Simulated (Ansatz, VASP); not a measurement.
## Pt: VASP beside Ansatz

INCAR

```
SYSTEM = Pt
PREC     = Accurate       ! precision mode
ENCUT    = 520            ! plane-wave cutoff, eV
EDIFF    = 1E-6           ! SCF threshold, eV
ISMEAR   = -1             ! smearing method
SIGMA    = 0.05           ! smearing width, eV
LREAL    = .False.        ! projectors in reciprocal space
LASPH    = .True.         ! aspherical terms in the spheres
NELM     = 60             ! most SCF steps
ALGO     = Fast           ! electronic algorithm
ISIF     = 2              ! what is computed and relaxed
LWAVE    = .False.        ! write WAVECAR
LCHARG   = .True.         ! write CHGCAR
GGA      = CA             ! functional
LELF     = .True.         ! ELF
LVHAR    = .True.       
NBANDS   = 17             ! bands
```

The input KPOINTS:

```
regular mesh
0
Gamma
  11 11 6
  0 0 0
```

The input POSCAR:

```
Pt
1.0
    2.7421371004      0.0000000000      0.0000000000
   -1.3710685502      2.3747603895      0.0000000000
    0.0000000000      0.0000000000      4.7599710578
Pt
2
Direct
    0.3333333333      0.6666666667      0.2500000000
    0.6666666667      0.3333333333      0.7500000000
```

Contents of input.yaml:

```yaml
crystal:
  lattice:
    - [2.7421371004, 0.0, 0.0]
    - [-1.3710685502, 2.3747603895, 0.0]
    - [0.0, 0.0, 4.7599710578]
  atoms:
    - { symbol: Pt, position: [0.3333333333, 0.6666666667, 0.25] }
    - { symbol: Pt, position: [0.6666666667, 0.3333333333, 0.75] }
kpoints:
  mp_grid: { grid: [11, 11, 6] }
scf:
  occupations: { method: fermi_dirac, width: 0.05 }
hamiltonian:
  xc: lda
  pseudopotentials: { kind: all_electron, lapw: { basis_error: 0.001 } }
output:
  forces: true
  stress: true
  eigenvalues: true
```

Change from the starting cell: volume scaled by 0.98.

Alike in both runs: task single point; functional LDA; k mesh 11 × 11 × 6; occupations fermi-dirac, width 0.05 eV; no spin polarisation.

|  | VASP | Ansatz |
| --- | --- | --- |
| version | VASP 6.6.1 | Ansatz 0.2.0 |
| potentials or method | VASP PAW LDA potentials, release 64 (Pt) | all-electron LAPW, scalar-relativistic |
| plane-wave cutoff (eV) | 520 | see its input |

|  | VASP | Ansatz | Ansatz less VASP |
| --- | --- | --- | --- |
| gap on the k mesh at the Fermi level (eV) | none | none | - |
| pressure (GPa) | -10.4 | -11.0 | -0.65 |
| largest component of the traceless stress (GPa) | 1.05 | 0.73 | -0.323 |

A gap of «none» marks a metal or a gap that the smearing closes. Ansatz ran all-electron here, so the differences hold the error of VASP's frozen core and of both bases.

The runs have no spin-orbit coupling, so splittings on Pt are missing.
